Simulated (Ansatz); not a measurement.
Runs of Ansatz 0.2.0 on Al2O3. It takes space group Pnnm (No. 58, orthorhombic). The conventional cell has a = 4.614 Å, b = 9.563 Å, c = 3.120 Å, α = 90.00°, β = 90.00°, γ = 90.00°. Al (site symmetry m) has 4 O at 1.68 to 1.82 Å as nearest neighbours. O (site symmetry 2/m) is surrounded by 2 Al at 1.68 Å. O (site symmetry m) has 3 Al at 1.82 Å as nearest neighbours. Measurements of this composition are mostly on another form, of space group No. 167.

| task | level | cell | k mesh | cutoff (eV) | target pressure (GPa) | points for each segment of the path | gap on the mesh (eV) | pressure (GPa) | largest force (eV/Å) |
| --- | --- | --- | --- | --- | --- | --- | --- | --- | --- |
| relaxation of cell and atoms | PBEsol+D3(BJ) | relaxed | 6 × 3 × 9 | 420 | - | - | 3.46 | 0.0 | - |
| relaxation of cell and atoms | LDA | relaxed to 10 GPa | 5 × 3 × 7 | 420 | 10 | - | 4.67 | 10.0 | - |
| band structure | PBEsol | as given | 6 × 3 × 9 | 420 | - | 10 | 3.43 | -2.6 | 0.17 |
| band structure | LDA | as given | 6 × 3 × 9 | 420 | - | 10 | 3.36 | (a) | (b) |
| band structure | r2SCAN | as given | 6 × 3 × 9 | 500 | - | 10 | 4.12 | -4.1 | 0.21 |

Alike in all rows: potentials or basis Ansatz PAW; no spin polarisation; smearing fermi-dirac 0.05 eV.

Q: Estimate the missing entries.

A: (a) -6.5; (b) 0.20.

Caveats: the PAW data sets come from PBE, with cores solved anew for the run's functional, which leaves a small shift of forces and pressure; odd divisions of the mesh miss points on the zone boundary, where band edges often lie, so the gap on the mesh can be too wide (some runs); the plane-wave basis is chosen anew once the cell has moved, so the energies of steps on either side of that aren't comparable (some runs).

A k mesh can miss the band edges.

Runs at the PBE level aren't shown here.
